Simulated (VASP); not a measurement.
# AlN (P6_3mc) in VASP: a series of runs, part 2 of 3

VASP 6.6.1.

### 3 Relaxation of cell and atoms, PBEsol (cell and atoms relaxed tightly for response)

Input file INCAR:

```
  PREC = Accurate
  ENCUT = 600
  EDIFF = 1E-6
  ISMEAR = 0
  SIGMA = 0.01
  LREAL = False
  LASPH = True
  NELM = 100
  ALGO = Fast
  ISIF = 3
  LWAVE = False
  LCHARG = False
  GGA = PS
  IBRION = 2
  NSW = 80
  EDIFFG = -0.001
```

Input file KPOINTS:

```
Automatic mesh
0
Gamma
  9 9 6
```

Input file POSCAR:

```
AlN
1.0
    3.1138126630      0.0000000000      0.0000000000
   -1.5569063315      2.6966408688      0.0000000000
    0.0000000000      0.0000000000      4.9833864622
Al N
2 2
Direct
    0.3333333333      0.6666666667     -0.0009968572
    0.6666666667      0.3333333333      0.4990031428
    0.3333333333      0.6666666667      0.3809968572
    0.6666666667      0.3333333333      0.8809968572
```

Potentials or basis: VASP PAW PBE potentials, release 64 (Al, N).

Launch:

```console
$ cat potpaw_PBE.64/Al/POTCAR potpaw_PBE.64/N/POTCAR > POTCAR
$ mpirun -np 1 vasp_std > vasp.out
```

Run time: 60 s. Hardware: 1 thread of Intel Xeon 6975P-C (Granite Rapids), shared host; peak memory 0.18 GiB.

It converged, with:

| Item | Value |
| --- | --- |
| Free energy | -31.3157 eV |
| Relaxed volume | 10.45 Å³/atom |
| Relaxed cell | a = 3.113 Å, b = 3.113 Å, c = 4.982 Å, α = 90.00°, β = 90.00°, γ = 120.00° |
| Space group after relaxing (to 0.05 Å) | P6_3mc (No. 186) |
| Energy gained by relaxing | 0.0 meV/atom |
| Ionic steps | 19 |
| Pressure after relaxing | 0.0 GPa |
| Band gap on the k mesh | 4.12 eV, direct |

Final structure:
```
Al N
1.0
     3.11302    0.00000    0.00000
    -1.55651    2.69596    0.00000
     0.00000    0.00000    4.98226
Al N
2 2
Direct
  0.33333 0.66667 0.99900
  0.66667 0.33333 0.49900
  0.33333 0.66667 0.38100
  0.66667 0.33333 0.88100
```

Levels at points of the mesh, in eV from the valence-band top:
| k point | band 4 | band 5 | band 6 | band 7 | band 8 | band 9 | band 10 | band 11 | band 12 |
| --- | --- | --- | --- | --- | --- | --- | --- | --- | --- |
| (0.00, 0.00, 0.00) | -0.88 | -0.88 | -0.22 | -0.22 | 0.00 | 4.12 | 6.55 | 10.50 | 11.02 |
| (0.00, 0.00, 0.50) | -3.36 | -0.56 | -0.56 | -0.56 | -0.56 | 6.37 | 6.37 | 10.20 | 10.20 |

Caveat: the PAW data sets were made with another functional, which shifts forces and pressure a little; an odd mesh through Γ misses points on the zone boundary, where band edges often lie.

### 4 Single point, PBEsol

Input file INCAR:

```
ALGO     = Normal         # electronic algorithm
EDIFF    = 1E-6           # SCF threshold, eV
ENCUT    = 520            # plane-wave cutoff, eV
GGA      = PS             # functional
ISIF     = 2              # what is computed and relaxed
ISMEAR   = 0              # smearing method
LASPH    = True           # aspherical terms in the spheres
LCHARG   = False          # write CHGCAR
LREAL    = False          # projectors in reciprocal space
LWAVE    = False          # write WAVECAR
NBANDS   = 16             # bands
NELM     = 60             # most SCF steps
PREC     = Accurate       # precision mode
SIGMA    = 0.1            # smearing width, eV
```

Input file KPOINTS:

```
k-points
0
Gamma
  6 6 4
```

Input file POSCAR:

```
AlN
1.0
    3.1130000000      0.0000000000      0.0000000000
   -1.5565000000      2.6959370820      0.0000000000
    0.0000000000      0.0000000000      4.9810000000
Al N
2 2
Direct
    0.3333333333      0.6666666667      0.0000000000
    0.6666666667      0.3333333333      0.5000000000
    0.3333333333      0.6666666667      0.3800000000
    0.6666666667      0.3333333333      0.8800000000
```

Potentials or basis: VASP PAW PBE potentials, release 64 (Al, N).

Launch:

```console
$ cat potpaw_PBE.64/Al/POTCAR potpaw_PBE.64/N/POTCAR > POTCAR
$ mpirun -np 1 vasp_std > vasp.out
```

OUTCAR:

```text
EDIFF = 1E-6
   ENCUT = 520
   GGA = PS
   ISIF = 2
   ISMEAR = 0
   LASPH = True
   LREAL = False
   NELM = 60
   PREC = Accurate

 ion  position               nearest neighbor table
   1  0.333  0.667  0.000-   3 1.89   4 1.89   4 1.89   4 1.89   2 3.07   2 3.07   2 3.07   2 3.07
                             2 3.07   2 3.07
   2  0.667  0.333  0.500-   4 1.89   3 1.89   3 1.89   3 1.89   1 3.07   1 3.07   1 3.07   1 3.07
                             1 3.07   1 3.07
   3  0.333  0.667  0.380-   1 1.89   2 1.89   2 1.89   2 1.89
   4  0.667  0.333  0.880-   2 1.89   1 1.89   1 1.89   1 1.89

  LATTYP: Found a hexagonal cell.
 ALAT       =     3.1130000000
 C/A-ratio  =     1.6000642467

  Lattice vectors:

 A1 = (   3.1130000000,   0.0000000000,   0.0000000000)
 A2 = (  -1.5565000000,   2.6959370820,   0.0000000000)
 A3 = (   0.0000000000,   0.0000000000,   4.9810000000)

Analysis of symmetry for initial positions (statically):
=====================================================================
 Subroutine PRICEL returns:
[... 174 lines left out ...]

 E-fermi :   6.4752     XC(G=0): -11.1037

 val. band max:        6.0307955071   @ k =   0.0000   0.0000   0.0000
 cond. band min:      10.1791657270   @ k =   0.0000   0.0000   0.0000
 fundamental gap:      4.1483702199
 Fermi energy:         6.4751696261

 k-point     1 :       0.0000    0.0000    0.0000
  band No.  band energies     occupation
      1      -9.1062      2.00000
      2      -6.9205      2.00000
      3      -0.0038      2.00000
      4       5.1957      2.00000
      5       5.1957      2.00000
      6       5.8508      2.00000
[... 376 lines left out ...]
      3       1.1800      2.00000
      4       1.1800      2.00000
      5       2.1478      2.00000
      6       2.1478      2.00000
[... 8 lines left out ...]
     15      19.7465      0.00000
     16      19.7465      0.00000

------------------------ aborting loop because EDIFF is reached ----------------------------------------

  FORCE on cell =-STRESS in cart. coord.  units (eV):
  Direction    XX          YY          ZZ          XY          YZ          ZX
  --------------------------------------------------------------------------------------
  -------------------------------------------------------------------------------------
  Total       -0.0810338     -0.0810338      0.3022638      0.0000000      0.0000000      0.0000000
  in kB       -3.1057843     -3.1057843     11.5848748      0.0000000      0.0000000      0.0000000
  external PRESSURE =       1.7911021 kB  Pullay stress =       0.0000000 kB

 VOLUME and BASIS-vectors are now :
 -----------------------------------------------------------------------------
  energy-cutoff  :      520.00
  volume of cell :       41.80
      direct lattice vectors                 reciprocal lattice vectors
     3.113000000  0.000000000  0.000000000     0.321233537  0.185464269  0.000000000
    -1.556500000  2.695937082  0.000000000     0.000000000  0.370928538  0.000000000
     0.000000000  0.000000000  4.981000000     0.000000000  0.000000000  0.200762899

 POSITION                                       TOTAL-FORCE (eV/Angst)
 -----------------------------------------------------------------------------------
     -0.00000      1.79729      0.00000         0.000000      0.000000     -0.133268
      1.55650      0.89865      2.49050         0.000000      0.000000     -0.133268
     -0.00000      1.79729      1.89278        -0.000000      0.000000      0.133268
      1.55650      0.89865      4.38328         0.000000     -0.000000      0.133268
 -----------------------------------------------------------------------------------
    total drift:                               -0.000000     -0.000000      0.000498

  FREE ENERGIE OF THE ION-ELECTRON SYSTEM (eV)
  ---------------------------------------------------
  free  energy   TOTEN  =       -31.3095855199 eV

  energy  without entropy=      -31.3095855199  energy(sigma->0) =      -31.30958552
```

Wall time 5.8 s (1 thread of Intel Xeon 6975P-C (Granite Rapids), shared host); peak memory 0.15 GiB.

Results:

- Free energy: -31.3096 eV
- Pressure: 0.2 GPa
- Largest force: 0.133 eV/Å
- Band gap on the k mesh: 4.15 eV, direct

Forces on the atoms (eV/Å):
```
Al   0.000  0.000 -0.133
Al   0.000  0.000 -0.133
N    0.000  0.000  0.133
N    0.000  0.000  0.133
```

Caveat: the PAW data sets were made with another functional, which shifts forces and pressure a little.

[end of part 2 of 3]
